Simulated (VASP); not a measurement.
A VASP 6.6.1 single-point calculation on Mg$_{2}$Ge

INCAR

```
GGA = PE
NSW = 0
EDIFF = 1E-7
LASPH = .TRUE.
LREAL = .FALSE.
ISMEAR = 2
SIGMA = 0.5
IBRION = -1
PREC = Accurate
NBANDS = 16
MAXMIX = 5
NELM = 120
LWAVE = .FALSE.
ISIF = 2
IVDW = 20
LCHARG = .FALSE.
ENCUT = 520
```

KPOINTS

```
KPOINTS created by Atomic Simulation Environment
0
Gamma
8 8 8
0 0 0
```

POSCAR

```
Ge Mg
 1.0000000000000000
     0.0000000000000000    3.0876082004000001    3.0876082004000001
     3.0876082004000001    0.0000000000000000    3.0876082004000001
     3.0876082004000001    3.0876082004000001    0.0000000000000000
 Ge  Mg
   1   2
Cartesian
  0.0000000000000000  0.0000000000000000  0.0000000000000000
  1.5438041002000000  1.5438041002000000  1.5438041002000000
  4.6314123006000001  4.6314123006000001  4.6314123006000001
```

The recommended PBE PAW datasets give the neutral cell 18 valence electrons.

Command

```
mpirun -np 1 vasp_std
```

Problem. How does this run end, and what does it give?

Solution. It converged. Results: gap between bands v and c on the k mesh 0.05 eV; least direct gap on the k mesh 1.62 eV; pressure 2.8 GPa. Band v is the last that the valence electrons fill when counted band by band, and c is the next.

OSZICAR

```
N       E                     dE             d eps       ncg     rms          rms(c)
DAV:   1     0.863045853875E+02    0.86305E+02   -0.89737E+03  1008   0.197E+03
DAV:   2     0.268177324008E+01   -0.83623E+02   -0.79494E+02   992   0.416E+02
DAV:   3    -0.838376410872E+01   -0.11066E+02   -0.11029E+02  1176   0.896E+01
DAV:   4    -0.868220271900E+01   -0.29844E+00   -0.29840E+00  1144   0.150E+01
DAV:   5    -0.868831339104E+01   -0.61107E-02   -0.61106E-02  1192   0.237E+00    0.344E+00
DAV:   6    -0.829689170613E+01    0.39142E+00   -0.40899E-01  1168   0.352E+00    0.184E+00
DAV:   7    -0.820839005737E+01    0.88502E-01   -0.25238E-01  1104   0.313E+00    0.529E-01
DAV:   8    -0.820915242960E+01   -0.76237E-03   -0.19070E-02  1200   0.196E+00    0.134E-01
DAV:   9    -0.820905828165E+01    0.94148E-04   -0.13918E-03  1208   0.593E-01    0.347E-02
DAV:  10    -0.820905554604E+01    0.27356E-05   -0.12805E-04  1080   0.888E-02    0.990E-03
DAV:  11    -0.820905689885E+01   -0.13528E-05   -0.72430E-06  1200   0.256E-02    0.625E-03
DAV:  12    -0.820905931817E+01   -0.24193E-05   -0.55502E-06  1032   0.154E-02    0.188E-03
DAV:  13    -0.820905925434E+01    0.63830E-07   -0.20662E-07  1184   0.238E-03
   1 F= -.96867688E+01 E0= -.96873780E+01  d E =0.243664E-02
```

Standard output (part)

```
POSCAR found type information on POSCAR GeMg
 POSCAR found :  2 types and       3 ions
 LDA part: xc-table for (Slater+PW92), standard interpolation
 POSCAR, INCAR and KPOINTS ok, starting setup
 WAVECAR not read
 entering main loop
 augmentation electrons   18.0493153766184
 total        electrons   18.0493153766184
 augmentation electrons   85.3713015531953
 total        electrons   85.3713015531953
 augmentation electrons   8.47168666019243
 soft         electrons   9.57762724438548
 total        electrons   18.0493139045779
 translations:           2           2           2
```

For comparison, a separate PBE run of the intended cell, on usual settings and not on those above, gives a gap of 0.05 eV on its mesh and a pressure of 7.3 GPa.
